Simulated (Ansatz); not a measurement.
Crystal: TiAl.

```
CELL_PARAMETERS angstrom
2.86726 0.00000 0.00000
-1.43363 2.48312 0.00000
0.00000 0.00000 4.67808
ATOMIC_POSITIONS crystal
Ti 0.00000 0.00000 0.00000
Al 0.33333 0.66667 0.50000
```

The cell comes from a database or a generator and needn't be the stable form of this composition.

- Program: Ansatz 0.2.0
- Task: phonons
- Functional: PBEsol
- Potentials or basis: Ansatz PAW
- Cutoff: 420 eV (not typed: the program's choice for these potentials)
- k mesh: 10 × 10 × 6
- Occupations: fermi-dirac, width 0.05 eV
- Spin: no spin polarisation
- q mesh: 2 × 2 × 2
- Path: [["G", "M", "K", "G", "A", "L", "H", "A"], ["L", "M"], ["K", "H"]]
- Points for each segment of the path: 8

Task: Is this structure dynamically stable at this level, and how far does the spectrum reach?

Result: Yes, as far as this q mesh shows: no mode on the path is imaginary. The highest frequency is 326 cm⁻¹.

A q mesh this small can miss soft modes between its points.

Caveat: the q mesh is small, so phonon branches between its points and thermal values are rough.
